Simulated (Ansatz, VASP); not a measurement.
**KMgF3: VASP beside Ansatz**

Contents of POSCAR:

```
KMgF3
1.0
    3.6396925474      0.0000000000      0.0000000000
    0.0000000000      3.6396925474      0.0000000000
    0.0000000000      0.0000000000      3.6396925474
K Mg F
1 1 3
Direct
    0.5000000000      0.5000000000      0.5000000000
    0.0000000000      0.0000000000      0.0000000000
    0.5000000000      0.0000000000      0.0000000000
    0.0000000000      0.5000000000      0.0000000000
    0.0000000000      0.0000000000      0.5000000000
```

The input INCAR.step1:

```
PREC     = Accurate       # precision mode
ENCUT    = 520            # plane-wave cutoff, eV
ISMEAR   = 0              # smearing method
SIGMA    = 0.01           # smearing width, eV
LREAL    = F              # projectors in reciprocal space
LASPH    = T              # aspherical terms in the spheres
NELM     = 80             # most SCF steps
NBANDS   = 24             # bands
GGA      = PE             # functional
ALGO     = Normal         # electronic algorithm
EDIFF    = 1E-4           # SCF threshold, eV
LWAVE    = T              # write WAVECAR
LCHARG   = F              # write CHGCAR
```

Contents of INCAR.step2:

```
PREC     = Accurate       # precision mode
ENCUT    = 520            # plane-wave cutoff, eV
EDIFF    = 1E-7           # SCF threshold, eV
ISMEAR   = 0              # smearing method
SIGMA    = 0.01           # smearing width, eV
LREAL    = F              # projectors in reciprocal space
LASPH    = T              # aspherical terms in the spheres
NELM     = 80             # most SCF steps
ALGO     = Normal         # electronic algorithm
ISIF     = 2              # what is computed and relaxed
LWAVE    = F              # write WAVECAR
LCHARG   = F              # write CHGCAR
METAGGA  = R2SCAN         # meta-GGA
LMIXTAU  = T            
NBANDS   = 24             # bands
ISTART   = 1
```

Contents of KPOINTS:

```
Automatic mesh
0
Gamma
  6 6 6
```

Input for Ansatz:

```yaml
crystal:
  lattice:
    - [3.6396925474, 0.0, 0.0]
    - [0.0, 3.6396925474, 0.0]
    - [0.0, 0.0, 3.6396925474]
  atoms:
    - { symbol: K, position: [0.5, 0.5, 0.5] }
    - { symbol: Mg, position: [0.0, 0.0, 0.0] }
    - { symbol: F, position: [0.5, 0.0, 0.0] }
    - { symbol: F, position: [0.0, 0.5, 0.0] }
    - { symbol: F, position: [0.0, 0.0, 0.5] }
scf:
  occupations: { method: fixed }
output:
  forces: true
  stress: true
  eigenvalues: true
hamiltonian:
  xc: r2scan
basis:
  ecutwfc: 560
kpoints:
  mp_grid: { grid: [6, 6, 6] }
```

Alike in both runs: task single point; functional r2SCAN; k mesh 6 × 6 × 6; no spin polarisation.

|  | VASP | Ansatz |
| --- | --- | --- |
| version | VASP 6.6.1 | Ansatz 0.2.0 |
| potentials or method | VASP PAW PBE potentials, release 64 (K_sv, Mg, F) | scalar-relativistic, plane waves, PAW |
| plane-wave cutoff (eV) | 520 | 560 |
| occupations | gaussian, width 0.01 eV | fixed |
| valence electrons in the cell | 32 | 40 |

```tsv
	VASP	Ansatz	Ansatz less VASP
gap on the k mesh at the Fermi level (eV)	10.81	10.82	+0.008
least direct gap on the mesh (eV)	11.09	11.09	-0.003
```

The two sets of potentials don't hold the same shells in valence.

 A k mesh can miss the band edges. r2SCAN opens gaps a little over a GGA but as a rule still falls short of measured ones.
